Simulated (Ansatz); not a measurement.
## Ta2H: what symmetry allows forces and stress to be

```xyz
3
Lattice="3.3155 -0.0046 0.0000 -0.0046 3.2923 0.0000 0.0000 0.0000 3.5454" Properties=species:S:1:pos:R:3 pbc="T T T"
Ta    1.6578   -0.0023    2.5937
Ta   -0.0023    1.6461    0.9108
H     0.0000    0.0000    0.0410
```

Computed with DFT PBEsol, scalar-relativistic, plane waves, PAW in Ansatz.

Plane waves to 420 eV, a k mesh through Γ of 12×12×10 on the computed 3-atom cell and Gaussian smearing (0.10 eV); no spin polarisation.

This distorted cell has space group P2, with 2 operations.

Question: Without a calculation: in which directions can each atom feel a force?

Answer: A force must be left unchanged by every operation that keeps its atom in place, so it lies in the space that those operations leave fixed. Atoms that the group maps onto each other feel forces of one size.
| atom | site symmetry | operations at the site | equivalent to atom | allowed force (Cartesian) |
| --- | --- | --- | --- | --- |
| Ta1 | 2 | 2 | 1 | along (0.00, 0.00, 1.00) |
| Ta2 | 2 | 2 | 2 | along (0.00, 0.00, 1.00) |
| H3 | 2 | 2 | 3 | along (0.00, 0.00, 1.00) |

That leaves 3 independent force components of 9, tied by 1 condition that the forces sum to zero, so 2 remain. A relaxation in this cell that keeps the symmetry moves the atoms in these directions alone.

Question: And the stress tensor?

Answer: It must be invariant under the point group, which leaves 4 independent components: yz, xz vanish.

Question: Do the computed values obey this?

Answer: Yes. Forces (eV/Å):
```
Ta1  0.000  0.000  0.231
Ta2  0.000  0.000  0.156
H3   0.000  0.000 -0.388
```

Stress (GPa, compression positive, xx yy zz yz xz xy): -2.59 2.59 -8.19 0.00 0.00 0.10. The program imposes the same operations on density, forces and stress, so this confirms the analysis and is no independent test of the calculation.

Spin–orbit coupling is left out, which can shift energies with elements as heavy as these.